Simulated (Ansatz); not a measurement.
All numbers below come from Ansatz 0.2.0, DFT PBE, scalar-relativistic, plane waves, PAW. Settings: cutoff 420 eV, Γ-centred meshes spaced at most about 0.3 Å⁻¹, and about 0.25 Å⁻¹ or finer for metals (2π included), Gaussian smearing. No spin polarisation.

Temperature and zero-point effects are left out. Both are relaxed sheets, periodic along a and b.

Two forms of Rb were relaxed alike.

A.

```cif
data_structure
_symmetry_space_group_name_H-M 'P 1'
_symmetry_Int_Tables_number 1
_cell_length_a 4.7328
_cell_length_b 4.7328
_cell_length_c 31.7912
_cell_angle_alpha 90.000
_cell_angle_beta 90.000
_cell_angle_gamma 90.000
_cell_volume 712.10
loop_
_atom_site_label
_atom_site_type_symbol
_atom_site_fract_x
_atom_site_fract_y
_atom_site_fract_z
_atom_site_occupancy
Rb1 Rb 0.00000 0.50000 0.20668 1
Rb2 Rb 0.50000 0.00000 0.32806 1
```

B.

```cif
data_structure
_symmetry_space_group_name_H-M 'P 1'
_symmetry_Int_Tables_number 1
_cell_length_a 8.9633
_cell_length_b 8.9633
_cell_length_c 23.8000
_cell_angle_alpha 90.000
_cell_angle_beta 90.000
_cell_angle_gamma 90.000
_cell_volume 1912.09
loop_
_atom_site_label
_atom_site_type_symbol
_atom_site_fract_x
_atom_site_fract_y
_atom_site_fract_z
_atom_site_occupancy
Rb1 Rb 0.00000 0.50000 0.29412 1
Rb2 Rb 0.50000 0.00000 0.29412 1
Rb3 Rb 0.50000 0.50000 0.29412 1
```

Question: Which is lower in energy, and by how much?

Answer: A is lower, by 214 meV/atom. A has layer group p4/nmm (No. 64), 11.2 Å²/atom and no gap on its mesh; B has layer group p4/mmm (No. 61), 26.8 Å²/atom and no gap. Counting all near atoms (those within 1.25 times the shortest distance at each site; a slash parts the counts of unlike sites), A has Rb 8 and B has Rb 2/4. Both come from invented guesses. Checks on A: no imaginary mode at Γ (other wave vectors untested).

Cells relaxed within their symmetry can be saddle points.
